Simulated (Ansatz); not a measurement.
Structure from Materials Project entry mp-22893 (possibly hypothetical), not relaxed further.

PbI₂: DFT, PBEsol, all-electron LAPW, scalar-relativistic (Ansatz 0.2.0).

```
CELL_PARAMETERS angstrom
4.61269 0.00000 0.00000
-2.30635 3.99471 0.00000
0.00000 0.00000 7.25703
ATOMIC_POSITIONS crystal
Pb 0.00000 0.00000 0.00000
I 0.66667 0.33333 0.74095
I 0.33333 0.66667 0.25905
```

The runs use a Γ-centred 6×6×4 k mesh, Fermi–Dirac smearing of 0.02 eV, basis error target 1 meV/atom, no spin polarisation.

Output, results part:

```
SCF 1 converged in 8 iterations: F = -955039.559748 eV  dr2 = 8.71e-8
NSCF: frozen V_eff on 65 k-points
SCF converged after 8 iterations
Free energy (F): -955039.559748 eV
Harris-Foulkes:  -955039.559748 eV  (|F-HF|=1.59e-7)
Internal energy: -955039.559748 eV  (E = F + TS)
E sigma→0 (E₀):  -955039.559748 eV
Fermi energy:    7.336346 eV
--- Per-component energies (eV) ---
  E_band       = -5267.121784
  E_kinetic    = 1064417.328118
  E_xc         = -20143.637999
  E_electrostatic = -1999313.249867  (all electrons and nuclei)
  E_smearing   = -0.000000  (= −TS)
  E_closure    = 0.000000  (closes the sum)
  E_atoms      = -955030.282256  (free atoms, spherical and without spin; not in F)
  Σ components = -955039.559748   (vs F -955039.559748, Δ=0.00e0)
  Basis errors (estimates in eV, not in F): energy 4.8e-4 per atom: plane waves 4.4e-4 (2.4e-4 summed), levels above the bands 2.1e-170, relativity 1.9e-8, radial functions 4.0e-5, core shells 4.2e-9; eigenvalues (radial functions only) 3.1e-5; not estimated: angular momenta, meshes, grids; target (lapw.basis_error) 1.0e-3; muffin-tin radii I 1.580 Å, Pb 1.680 Å
--- Forces (eV/Å), atoms counted from 1 ---
  atom   1  Pb    -0.00000000    -0.00000000    -0.00000000
  atom   2  I     -0.00000000    -0.00000000     0.17757478
  atom   3  I      0.00000000     0.00000000    -0.17757478
  max |Σ_I F_I| component: 1.05e-30 eV/Å
--- Stress (GPa, compression-positive) ---
       -1.013793       0.000000       0.000000
        0.000000      -1.013793       0.000000
        0.000000       0.000000      -0.995365
  P = ⅓ Tr σ = -1.0077 GPa (-10.077 kbar)
--- Band table (eV; the first three rows and the last of 24) ---
  k-point 0: bands = ["-167.4838", "-167.4838", "-132.4779", "-121.5336", "-121.5316", "-121.5316", "-121.5305", "-121.5295", "-121.5295", "-121.5292", "-114.5496", "-114.5496", "-114.5468", "-114.5468", "-114.5468", "-114.5468", "-74.2681", "-74.2660", "-74.2660", "-37.4615", "-37.4615", "-37.4613", "-37.4613", "-37.4610", "-37.4609", "-37.4586", "-37.4586", "-37.4586", "-37.4586", "-9.7636", "-9.7636", "-9.7516", "-9.7448", "-9.7448", "-5.7154", "-5.0956", "-0.5765", "5.2391", "5.3656", "5.3656", "5.4891", "5.4891", "5.5668", "8.6799", "9.5732", "9.5732", "12.3656", "13.6612", "14.1362", "14.1391", "14.1391", "15.0839"]
  k-point 1: bands = ["-167.4838", "-167.4838", "-132.4779", "-121.5336", "-121.5316", "-121.5316", "-121.5305", "-121.5295", "-121.5295", "-121.5292", "-114.5496", "-114.5496", "-114.5468", "-114.5468", "-114.5468", "-114.5468", "-74.2681", "-74.2660", "-74.2660", "-37.4615", "-37.4615", "-37.4613", "-37.4613", "-37.4610", "-37.4609", "-37.4586", "-37.4586", "-37.4586", "-37.4586", "-9.7636", "-9.7636", "-9.7516", "-9.7448", "-9.7448", "-5.6668", "-5.1636", "-0.5153", "4.8297", "5.3071", "5.3071", "5.5623", "5.5623", "5.9743", "8.5636", "9.5074", "9.5074", "12.6301", "13.4411", "13.8710", "13.8710", "14.6936", "15.2262"]
  k-point 2: bands = ["-167.4838", "-167.4838", "-132.4779", "-121.5336", "-121.5316", "-121.5316", "-121.5305", "-121.5295", "-121.5295", "-121.5292", "-114.5496", "-114.5496", "-114.5468", "-114.5468", "-114.5468", "-114.5468", "-74.2681", "-74.2660", "-74.2660", "-37.4615", "-37.4615", "-37.4614", "-37.4614", "-37.4609", "-37.4609", "-37.4586", "-37.4586", "-37.4586", "-37.4586", "-9.7636", "-9.7636", "-9.7516", "-9.7448", "-9.7448", "-5.6013", "-5.2482", "-0.4530", "4.5986", "5.2717", "5.2717", "5.6125", "5.6125", "6.2088", "8.4466", "9.4436", "9.4436", "12.7175", "13.6917", "13.6917", "13.9440", "14.4173", "14.9423"]
  k-point 23: bands = ["-167.4838", "-167.4838", "-132.4779", "-121.5336", "-121.5316", "-121.5316", "-121.5305", "-121.5295", "-121.5295", "-121.5292", "-114.5496", "-114.5496", "-114.5468", "-114.5468", "-114.5468", "-114.5468", "-74.2681", "-74.2660", "-74.2660", "-37.4615", "-37.4615", "-37.4615", "-37.4614", "-37.4608", "-37.4608", "-37.4585", "-37.4585", "-37.4585", "-37.4585", "-9.7793", "-9.7793", "-9.7419", "-9.7419", "-9.7401", "-5.0001", "-5.0001", "-1.1035", "3.5442", "3.5442", "3.8442", "5.5304", "5.5304", "6.1445", "9.6114", "9.6114", "10.3858", "13.3038", "13.8971", "13.8971", "14.3047", "15.0084", "15.0084"]
--- Löwdin populations: 3 sites ---
  site symbol       q [e]
     0     Pb     81.6570
     1      I     53.1373
     2      I     53.1373
  spilling = 0.000364 (of n_electrons = 188.000000)
```

populations.tsv:

```
# site	symbol	l	j	q
# orbitals = lowdin
# n_electrons = 188.000000
# spilling = 0.000364
# projection_atom_Pb: 1s2 2s2 2p6 3s2 3p6 3d10 4s2 4p6 4d10 4f14 5s2 5p6 5d10 6s2 6p2
# projection_atom_I: 1s2 2s2 2p6 3s2 3p6 3d10 4s2 4p6 4d10 5s2 5p5
0	Pb	0_1S	-	2.000000
0	Pb	0_2S	-	2.000000
0	Pb	0_3S	-	1.999998
0	Pb	0_4S	-	1.999986
0	Pb	0_5S	-	1.999845
0	Pb	0_6S	-	1.992473
0	Pb	1_2P	-	6.000000
0	Pb	1_3P	-	5.999999
0	Pb	1_4P	-	5.999989
0	Pb	1_5P	-	5.999232
0	Pb	1_6P	-	1.666026
0	Pb	2_3D	-	10.000000
0	Pb	2_4D	-	9.999998
0	Pb	2_5D	-	9.999453
0	Pb	3_4F	-	13.999998
1	I	0_1S	-	2.000000
1	I	0_2S	-	1.999984
1	I	0_3S	-	1.999771
1	I	0_4S	-	1.997222
1	I	0_5S	-	1.917511
1	I	1_2P	-	6.000000
1	I	1_3P	-	5.999989
1	I	1_4P	-	5.999283
1	I	1_5P	-	5.224021
1	I	2_3D	-	9.999998
1	I	2_4D	-	9.999536
2	I	0_1S	-	2.000000
2	I	0_2S	-	1.999984
2	I	0_3S	-	1.999771
2	I	0_4S	-	1.997222
2	I	0_5S	-	1.917511
2	I	1_2P	-	6.000000
2	I	1_3P	-	5.999989
2	I	1_4P	-	5.999283
2	I	1_5P	-	5.224021
2	I	2_3D	-	9.999998
2	I	2_4D	-	9.999536
```
